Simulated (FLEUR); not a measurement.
# Ge (Fd-3m) in FLEUR: a series of runs, part 2 of 2

FLEUR MaX-R8.1 (later development tree).

### 6 Equation of state, LDA (Moruzzi-Janak-Williams), 23.54 Å³/atom (volume scaled by 1.04)

The input, inp.xml:

```xml
<?xml version="1.0" encoding="UTF-8" standalone="no"?>
<fleurInput fleurInputVersion="0.39">
   <comment>
      Ge                                                                                                  
   </comment>
   <calculationSetup>
      <cutoffs Kmax="4.71" Gmax="14.6" GmaxXC="14.6" numbands="0"/>
      <scfLoop itmax="60" minDistance="0.00001" maxIterBroyd="15" imix="Anderson" alpha="0.05" precondParam="0.0" spinf="2.0" sdNocoIR="T"/>
      <coreElectrons ctail="T" frcor="F" kcrel="0" coretail_lmax="0"/>
      <xcFunctional name="mjw" relativisticCorrections="F"/>
      <magnetism jspins="1"/>
      <soc l_soc="F" theta="0.0" phi="0.0" spav="F"/>
      <expertModes spex="0" secvar="F"/>
      <geometryOptimization l_f="F" forcealpha="1.0" forcemix="BFGS" epsdisp="0.00001" epsforce="0.00001"/>
      <ldaU l_linMix="F" mixParam="0.05" spinf="1.0"/>
   </calculationSetup>
   <cell>
      <bzIntegration valenceElectrons="44.0" mode="hist" fermiSmearingEnergy="0.00183747">
         <kPointListSelection listName="default-1"/>
         <!-- k-points included here -->
         <xi:include xmlns:xi="http://www.w3.org/2001/XInclude" href="kpts.xml"> </xi:include>
      </bzIntegration>
      <!-- symmetry operations included here -->
      <xi:include xmlns:xi="http://www.w3.org/2001/XInclude" href="sym.xml"> </xi:include>
      <bulkLattice scale="1.0131594038">
         <bravaisMatrix>
            <row-1>    0.0000000000000000     5.3458651311421859     5.3458651311421859</row-1>
            <row-2>    5.3458651311421859     0.0000000000000000     5.3458651311421859</row-2>
            <row-3>    5.3458651311421859     5.3458651311421859     0.0000000000000000</row-3>
         </bravaisMatrix>
      </bulkLattice>
   </cell>
   <atomSpecies>
      <species name="Germanium (Ge)" element="Ge" atomicNumber="32">
         <mtSphere radius="2.08" gridPoints="707" logIncrement="0.017"/>
         <atomicCutoffs lmax="9" lnonsphr="7"/>
         <electronConfig flipSpins="F">
            <coreConfig>(1s1/2) (2s1/2) (2p1/2) (2p3/2)</coreConfig>
            <valenceConfig>(3s1/2) (3p1/2) (3p3/2) (4s1/2) (3d3/2) (3d5/2) (4p1/2) (4p3/2)</valenceConfig>
            <stateOccupation state="(4p1/2)" spinUp="0.333333" spinDown="0.333333"/>
            <stateOccupation state="(4p3/2)" spinUp="0.666667" spinDown="0.666667"/>
         </electronConfig>
         <energyParameters s="4" p="4" d="3" f="4"/>
         <lo type="SCLO" l="0" n="3" eDeriv="0"/>
         <lo type="SCLO" l="1" n="3" eDeriv="0"/>
         <lo type="SCLO" l="1" n="3" eDeriv="1"/>
         <lo type="HELO" l="2" n="4" eDeriv="0"/>
         <lo type="HELO" l="2" n="4" eDeriv="1"/>
         <lo type="SCLO" l="3" n="4" eDeriv="2"/>
      </species>
   </atomSpecies>
   <atomGroups>
      <atomGroup species="Germanium (Ge)">
         <relPos label="                   1">-3.000/8.000 -3.000/8.000 -3.000/8.000</relPos>
         <relPos label="                   2">3.000/8.000 3.000/8.000 3.000/8.000</relPos>
         <force calculate="T" relaxXYZ="TTT"/>
      </atomGroup>
   </atomGroups>
   <output dos="F" band="F" slice="F">
      <checks vchk="F" cdinf="F"/>
      <bandDOS minEnergy="-.5*Htr" maxEnergy="0.5*Htr" sigma="0.015" storeEVData="T"/>
      <vacuumDOS vacdos="F" integ="F" star="F" nstars="0" locx1="0.0" locy1="0.0" locx2="0.0" locy2="0.0" nstm="0" tworkf="0.0"/>
      <unfoldingBand unfoldBand="F" supercellX="1" supercellY="1" supercellZ="1"/>
      <plotting iplot="0" polar="F">
         <plot TwoD="T" vec1="  1.0  0.0  0.0" vec2="  0.0  1.0  0.0" vec3="  0.0  0.0  1.0" zero="  0.0  0.0  0.0" file="plot"/>
      </plotting>
      <chargeDensitySlicing numkpt="0" minEigenval="0.0" maxEigenval="0.0" nnne="0" pallst="F"/>
      <specialOutput eonly="F"/>
      <moessbauerParams electricFieldGradient="T" isomerShift="T" coreHyperfine="T" valenceHyperfine="T"/>
      <magneticCircularDichroism mcd="F" energyLo="-10.0" energyUp="0.0"/>
   </output>
  <!-- We include the file relax.xml here to enable relaxations (see documentation) -->
  <xi:include xmlns:xi="http://www.w3.org/2001/XInclude" href="relax.xml"> <xi:fallback/> </xi:include>
</fleurInput>
```

Potentials or basis: all-electron, FLAPW.

Started as:

```
> inpgen -f crystal.txt -profile fastHighL
> # inp.xml edited to the form shown
> fleur_MPI
```

Wall time 62 s (1 thread of Arm Neoverse N1, shared host); peak memory 0.08 GiB.

It converged, with:

| Property | Result |
| --- | --- |
| Free energy | -114075.8344 eV |
| Band gap on the k mesh | none (metal or under the smearing width) |
| Valence electrons inside the program's atomic spheres | Ge 19.77 (radii Ge 2.08 bohr) |

### 7 Equation of state, LDA (Moruzzi-Janak-Williams), 24.00 Å³/atom (volume scaled by 1.06)

Edit inp.xml of step 6 so:

```diff
@@ -24,3 +24,3 @@
       <xi:include xmlns:xi="http://www.w3.org/2001/XInclude" href="sym.xml"> </xi:include>
-      <bulkLattice scale="1.0131594038">
+      <bulkLattice scale="1.0196128224">
          <bravaisMatrix>
```

Started as:

```
> inpgen -f crystal.txt -profile fastHighL
> # inp.xml edited to the form shown
> fleur_MPI
```

It took 64 s on 1 thread of Arm Neoverse N1, shared host; peak memory 0.08 GiB.

The run converged. Its results:

```yaml
Free_energy: -114075.8117 eV
Band_gap_on_the_k_mesh: none (metal or under the smearing width)
Valence_electrons_inside_the_program's_atomic_spheres: Ge 19.75 (radii Ge 2.08 bohr)
```

### 8 Equation of state, LDA (Moruzzi-Janak-Williams)

No new run: the results of the series are fitted here.

What came out:

| Property | Result |
| --- | --- |
| Equilibrium volume | 22.26 Å³/atom |
| Bulk modulus | 70 GPa |
| Pressure derivative of the bulk modulus | 4.1 (rough: it moves with the points fitted) |

Energy against volume, from the lowest point:
```csv
volume (Å³/atom),energy (meV/atom)
21.281,8.75
21.733,1.42
22.639,0.00
23.545,13.29
23.997,24.65
```

### 9 How close it comes

Step 2. Measured gap of Ge: 0.807 eV (direct; 300 K; “Electronic and optical properties of SixGe1-x-ySny alloys lattice-matched to Ge”, 2021, arxiv:2109.02782). This calculation gives 0.00 eV (-0.81 eV). 3 values of this kind are on record (0.666 to 0.807 eV); this one was drawn at random among those near their median. Spin-orbit coupling on Ge is left out. The value is that of LDA (Moruzzi-Janak-Williams), without temperature or zero-point motion.

Step 8. Against the measured bulk modulus of Ge, 75.8 GPa (quoted in “Sub-monolayer structures of Ag overlayers on Ge(111): experimental observations and first-principles study”, 2019, arxiv:1908.00180), the calculated 70 GPa is off by -7.8 %. The fit is for a static lattice scaled at fixed shape and fixed fractional positions. The cell as given is a measured one (22.64 Å³/atom); LDA (Moruzzi-Janak-Williams) puts the equilibrium volume -1.7 % from it, thermal expansion not counted.
